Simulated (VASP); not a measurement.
# MgTe (P6_3mc) in VASP: single point with PBE

Aim: the single point of MgTe with PBE.

Everything below comes from runs of VASP 6.6.1. Logs are shortened: lines on timing, memory, paths and dates and some standing lists are left out, and cuts for length are marked.

## Step 1: The structure

It takes space group P6_3mc (No. 186, hexagonal). Conventional cell: a = 4.520 Å, b = 4.520 Å, c = 7.330 Å, α = 90.00°, β = 90.00°, γ = 120.00°. Mg (site symmetry 3m) is surrounded by 4 Te at 2.74 to 2.82 Å. Te (site symmetry 3m) has 4 Mg at 2.74 to 2.82 Å as nearest neighbours.

## Step 2: Single point, PBE

File INCAR:

```
PREC = Accurate
ENCUT = 520
EDIFF = 1E-6
ISMEAR = 0
SIGMA = 0.01
LREAL = False
LASPH = True
NELM = 100
ALGO = Normal
ISIF = 2
LWAVE = False
LCHARG = False
GGA = PE
NBANDS = 16
```

File KPOINTS:

```
regular mesh
0
Gamma
  5 5 3
```

File POSCAR:

```
MgTe
1.0
    4.5200000000      0.0000000000      0.0000000000
   -2.2600000000      3.9144348300      0.0000000000
    0.0000000000      0.0000000000      7.3300000000
Mg Te
2 2
Direct
    0.3333333333      0.6666666667      0.0000000000
    0.6666666667      0.3333333333      0.5000000000
    0.3333333333      0.6666666667      0.3850000000
    0.6666666667      0.3333333333      0.8850000000
```

Potentials or basis: VASP PAW PBE potentials, release 64 (Mg, Te).

Run with:

```console
$ cat potpaw_PBE.64/Mg/POTCAR potpaw_PBE.64/Te/POTCAR > POTCAR
$ mpirun -np 1 vasp_std > vasp.out
```

OUTCAR:

```text
PREC = Accurate
   ENCUT = 520
   EDIFF = 1E-6
   ISMEAR = 0
   LREAL = False
   LASPH = True
   NELM = 100
   ISIF = 2
   GGA = PE

 ion  position               nearest neighbor table
   1  0.333  0.667  0.000-   4 2.74   4 2.74   4 2.74   3 2.82
   2  0.667  0.333  0.500-   3 2.74   3 2.74   3 2.74   4 2.82
   3  0.333  0.667  0.385-   2 2.74   2 2.74   2 2.74   1 2.82
   4  0.667  0.333  0.885-   1 2.74   1 2.74   1 2.74   2 2.82

  LATTYP: Found a hexagonal cell.
 ALAT       =     4.5200000000
 C/A-ratio  =     1.6216814159

  Lattice vectors:

 A1 = (   4.5200000000,   0.0000000000,   0.0000000000)
 A2 = (  -2.2600000000,   3.9144348300,   0.0000000000)
 A3 = (   0.0000000000,   0.0000000000,   7.3300000000)

Analysis of symmetry for initial positions (statically):
=====================================================================
 Subroutine PRICEL returns:
 Original cell was already a primitive cell.

 Routine SETGRP: Setting up the symmetry group for a
 hexagonal supercell.

 Subroutine GETGRP returns: Found 12 space group operations
 (whereof  6 operations were pure point group operations)
 out of a pool of 24 trial point group operations.

The static configuration has the point symmetry C_3v.
 The point group associated with its full space group is C_6v.

Analysis of symmetry for dynamics (positions and initial velocities):
=====================================================================
 Subroutine PRICEL returns:
 Original cell was already a primitive cell.

 Routine SETGRP: Setting up the symmetry group for a
 hexagonal supercell.

 Subroutine GETGRP returns: Found 12 space group operations
 (whereof  6 operations were pure point group operations)
 out of a pool of 24 trial point group operations.

The dynamic configuration has the point symmetry C_3v.
 The point group associated with its full space group is C_6v.

 Subroutine INISYM returns: Found 12 space group operations
 (whereof  6 operations are pure point group operations),
 and found     1 'primitive' translations

----------------------------------------------------------------------------------------

                                     Primitive cell

  volume of cell :     129.6915

  direct lattice vectors                    reciprocal lattice vectors
     4.520000000  0.000000000  0.000000000     0.221238938  0.127732360  0.000000000
    -2.260000000  3.914434830  0.000000000     0.000000000  0.255464721  0.000000000
     0.000000000  0.000000000  7.330000000     0.000000000  0.000000000  0.136425648

  length of vectors
     4.520000000  4.520000004  7.330000000     0.255464721  0.255464721  0.136425648

  position of ions in fractional coordinates (direct lattice)
     0.333333333  0.666666667  0.000000000
     0.666666667  0.333333333  0.500000000
     0.333333333  0.666666667  0.385000000
     0.666666667  0.333333333  0.885000000

  ion indices of the primitive-cell ions
   primitive index   ion index
                 1           1
                 2           2
                 3           3
                 4           4

----------------------------------------------------------------------------------------

 KPOINTS: regular mesh

Automatic generation of k-mesh.
 Grid dimensions read from file:
 generate k-points for:    5    5    3

 Generating k-lattice:

  Cartesian coordinates                     Fractional coordinates (reciprocal lattice)
     0.044247788  0.025546472  0.000000000     0.200000000 -0.000000000  0.000000000
     0.000000000  0.051092944  0.000000000     0.000000000  0.200000000  0.000000000
     0.000000000  0.000000000  0.045475216     0.000000000  0.000000000  0.333333333

  Length of vectors
     0.051092944  0.051092944  0.045475216

  Shift w.r.t. Gamma in fractional coordinates (k-lattice)
     0.000000000  0.000000000  0.000000000

 Subroutine IBZKPT returns following result:
 ===========================================

 Found     10 irreducible k-points:

 Following reciprocal coordinates:
            Coordinates               Weight
  0.000000  0.000000  0.000000      1.000000
  0.200000  0.000000  0.000000      6.000000
  0.400000  0.000000  0.000000      6.000000
  0.200000  0.200000  0.000000      6.000000
  0.400000  0.200000  0.000000      6.000000
  0.000000  0.000000  0.333333      2.000000
  0.200000  0.000000  0.333333     12.000000
  0.400000  0.000000  0.333333     12.000000
  0.200000  0.200000  0.333333     12.000000
  0.400000  0.200000  0.333333     12.000000
   k-points           NKPTS =     10   k-points in BZ     NKDIM =     10   number of bands    NBANDS=     16
   number of dos      NEDOS =    301   number of ions     NIONS =      4
   total plane-waves  NPLWV =  72576
   dimension x,y,z NGX =    36 NGY =   36 NGZ =   56
   dimension x,y,z NGXF=    72 NGYF=   72 NGZF=  112
   ions per type =               2   2
   NGX,Y,Z   is equivalent  to a cutoff of  13.24, 13.24, 12.70 a.u.
   NGXF,Y,Z  is equivalent  to a cutoff of  26.48, 26.48, 25.40 a.u.
 SYSTEM =  unknown system
   PREC   = accura    normal or accurate (medium, high low for compatibility)
   ISTART =      0    job   : 0-new  1-cont  2-samecut
   ICHARG =      2    charge: 1-file 2-atom 10-const
   ISPIN  =      1    spin polarized calculation?
   LNONCOLLINEAR =      F non collinear calculations
   LSORBIT =      F    spin-orbit coupling
   LASPH  =      T    aspherical Exc in radial PAW
   ENCUT  =  520.0 eV  38.22 Ry    6.18 a.u.   8.40  8.40 13.63*2*pi/ulx,y,z
   NELM   =    100;   NELMIN=  2; NELMDL= -5     # of ELM steps
   EDIFF  = 0.1E-05   stopping-criterion for ELM
   LREAL  =      F    real-space projection
   EDIFFG = 0.1E-04   stopping-criterion for IOM
   NSW    =      0    number of steps for IOM
   IBRION =     -1    ionic relax: 0-MD 1-quasi-New 2-CG
   NFREE  =      0    steps in history (QN), initial steepest desc. (CG)
   ISIF   =      2    stress and relaxation
   ISYM   =      2    0-nonsym 1-usesym 2-fastsym
   POTIM  = 0.5000    time-step for ionic-motion
   TEBEG  =    0.0;   TEEND  =   0.0 temperature during run
   PSTRESS=    0.0 pullay stress
   NELECT =      16.0000    total number of electrons
   NUPDOWN=      -1.0000    fix difference up-down
   EMIN   =  10.00;   EMAX   =-10.00  energy-range for DOS
   EFERMI =   0.00;   METHOD = LEGACY
   ISMEAR =     0;   SIGMA  =   0.01  broadening in eV -4-tet -1-fermi 0-gaus
   EFERMI_NEDOS =   21; number of points for ismear=-14 and -15
   IALGO  =     38    algorithm
   IMIX   =      4    mixing-type and parameters
     AMIX     =   0.40;   BMIX     =  1.00
     AMIX_MAG =   1.60;   BMIX_MAG =  1.00
  volume/ion in A,a.u.               =      32.42       218.80
  Fermi-wavevector in a.u.,A,eV,Ry     =   0.814975  1.540080  9.036777  0.664184
  Thomas-Fermi vector in A             =   1.924979
   LORBIT       =      0    0 simple, 1 ext, 2 COOP (PROOUT), +10 PAW based schemes
   GGA     = PE    functional components
   LHFCALC =     F    Hartree Fock is set to
   AEXX    =    0.0000 exact exchange contribution
   IVDW    =     0    specifies the selected vdW correction
   LEPSILON=     F    determine dielectric tensor
   LRPA    =     F    only Hartree local field effects (RPA)
 non-spin polarized calculation
 Gauss-broadening in eV      SIGMA  =   0.01
  energy-cutoff  :      520.00
  volume of cell :      129.69
 maximum number of plane-waves:      3555
 NGX is ok and might be reduce to    36
   NGX = 17   NGY = 17   NGZ = 27

 number of electron      16.0000000 magnetization

 Free energy of the ion-electron system (eV)
  ---------------------------------------------------
  ext. energy  EPLUGINS =         0.00000000
  ---------------------------------------------------
  free energy    TOTEN  =       -12.73236814 eV

  energy without entropy =      -12.73236814  energy(sigma->0) =      -12.73236814

 E-fermi :   2.3400     XC(G=0):  -7.9841

 val. band max:        2.2945080851   @ k =   0.0000   0.0000   0.0000
 cond. band min:       4.8464735259   @ k =   0.0000   0.0000   0.0000
 fundamental gap:      2.5519654409
 Fermi energy:         2.3400184079

 k-point     1 :       0.0000    0.0000    0.0000
  band No.  band energies     occupation
      1      -8.1587      2.00000
      2      -7.5020      2.00000
      3      -1.1210      2.00000
      4       1.6385      2.00000
      5       1.6385      2.00000
      6       2.1426      2.00000
[... 8 lines left out ...]
     15       8.4502      0.00000
     16       9.4891      0.00000

 k-point     2 :       0.2000    0.0000    0.0000
  band No.  band energies     occupation
      1      -7.9815      2.00000
      2      -7.4068      2.00000
      3      -0.8702      2.00000
      4       0.4916      2.00000
      5       0.9206      2.00000
      6       1.3164      2.00000
[... 8 lines left out ...]
     15       8.7256      0.00000
     16       9.1233      0.00000

 k-point     3 :       0.4000    0.0000    0.0000
  band No.  band energies     occupation
      1      -7.6098      2.00000
      2      -7.2878      2.00000
      3      -0.8877      2.00000
      4      -0.3818      2.00000
      5       0.0236      2.00000
      6       0.9265      2.00000
[... 8 lines left out ...]
     15       9.5452      0.00000
     16      10.4385      0.00000

 k-point     4 :       0.2000    0.2000    0.0000
  band No.  band energies     occupation
      1      -7.6984      2.00000
      2      -7.2999      2.00000
      3      -0.5974      2.00000
      4      -0.1629      2.00000
      5       0.0284      2.00000
      6       0.7155      2.00000
[... 8 lines left out ...]
     15       9.2293      0.00000
     16       9.5475      0.00000

 k-point     5 :       0.4000    0.2000    0.0000
  band No.  band energies     occupation
      1      -7.4417      2.00000
      2      -7.2935      2.00000
      3      -0.8081      2.00000
      4      -0.4626      2.00000
      5       0.1007      2.00000
      6       0.4842      2.00000
[... 8 lines left out ...]
     15       9.4805      0.00000
     16      10.1960      0.00000

 k-point     6 :       0.0000    0.0000    0.3333
  band No.  band energies     occupation
      1      -8.0156      2.00000
      2      -7.6906      2.00000
      3      -0.4975      2.00000
      4       1.0318      2.00000
      5       1.7544      2.00000
      6       1.7544      2.00000
[... 8 lines left out ...]
     15       8.0071      0.00000
     16       9.2788      0.00000

 k-point     7 :       0.2000    0.0000    0.3333
  band No.  band energies     occupation
      1      -7.8534      2.00000
      2      -7.5680      2.00000
      3      -0.4685      2.00000
      4       0.3630      2.00000
      5       0.8655      2.00000
      6       1.4633      2.00000
[... 8 lines left out ...]
     15       8.8725      0.00000
     16       9.0639      0.00000

 k-point     8 :       0.4000    0.0000    0.3333
  band No.  band energies     occupation
      1      -7.5316      2.00000
      2      -7.3705      2.00000
      3      -1.0226      2.00000
      4      -0.7551      2.00000
      5       0.7535      2.00000
      6       1.0955      2.00000
[... 8 lines left out ...]
     15      10.2926      0.00000
     16      10.4808      0.00000

 k-point     9 :       0.2000    0.2000    0.3333
  band No.  band energies     occupation
      1      -7.6044      2.00000
      2      -7.4055      2.00000
      3      -0.7256      2.00000
      4      -0.4425      2.00000
      5       0.7340      2.00000
      6       0.7625      2.00000
[... 8 lines left out ...]
     15       8.5788      0.00000
     16       9.8060      0.00000

 k-point    10 :       0.4000    0.2000    0.3333
  band No.  band energies     occupation
      1      -7.4018      2.00000
      2      -7.3274      2.00000
      3      -0.9842      2.00000
      4      -0.8274      2.00000
      5       0.2303      2.00000
      6       0.6933      2.00000
[... 8 lines left out ...]
     15      10.0860      0.00000
     16      10.3271      0.00000

------------------------ aborting loop because EDIFF is reached ----------------------------------------

  FORCE on cell =-STRESS in cart. coord.  units (eV):
  Direction    XX          YY          ZZ          XY          YZ          ZX
  --------------------------------------------------------------------------------------
  -------------------------------------------------------------------------------------
  Total        2.3462261      2.3462261      1.1951346      0.0000000      0.0000000      0.0000000
  in kB       28.9847105     28.9847105     14.7644045      0.0000000      0.0000000      0.0000000
  external PRESSURE =      24.2446085 kB  Pullay stress =       0.0000000 kB

 VOLUME and BASIS-vectors are now :
 -----------------------------------------------------------------------------
  energy-cutoff  :      520.00
  volume of cell :      129.69
      direct lattice vectors                 reciprocal lattice vectors
     4.520000000  0.000000000  0.000000000     0.221238938  0.127732360  0.000000000
    -2.260000000  3.914434830  0.000000000     0.000000000  0.255464721  0.000000000
     0.000000000  0.000000000  7.330000000     0.000000000  0.000000000  0.136425648

 POSITION                                       TOTAL-FORCE (eV/Angst)
 -----------------------------------------------------------------------------------
     -0.00000      2.60962      0.00000         0.000000     -0.000000      0.235019
      2.26000      1.30481      3.66500        -0.000000      0.000000      0.235019
     -0.00000      2.60962      2.82205        -0.000000      0.000000     -0.235019
      2.26000      1.30481      6.48705         0.000000     -0.000000     -0.235019
 -----------------------------------------------------------------------------------
    total drift:                               -0.000000     -0.000000      0.000226

  FREE ENERGIE OF THE ION-ELECTRON SYSTEM (eV)
  ---------------------------------------------------
  free  energy   TOTEN  =       -12.7323681445 eV

  energy  without entropy=      -12.7323681445  energy(sigma->0) =      -12.73236814
```

Run time: 23 s. Hardware: 1 thread of Intel Xeon Platinum 8488C (Sapphire Rapids), shared host; peak memory 0.24 GiB.

Results:

| Property | Result |
| --- | --- |
| Free energy | -12.7324 eV |
| Pressure | 2.4 GPa |
| Largest force | 0.235 eV/Å |
| Band gap on the k mesh | 2.55 eV, direct |

Forces in eV/Å, atoms in the order of the input:
```
Mg   0.000  0.000  0.235
Mg   0.000  0.000  0.235
Te   0.000  0.000 -0.235
Te   0.000  0.000 -0.235
```

Stress tensor (GPa, compression positive):
```
2.90 0.00 0.00
0.00 2.90 0.00
0.00 0.00 1.48
```

Caveat: spin-orbit coupling is left out, which moves the levels of the heavy elements.
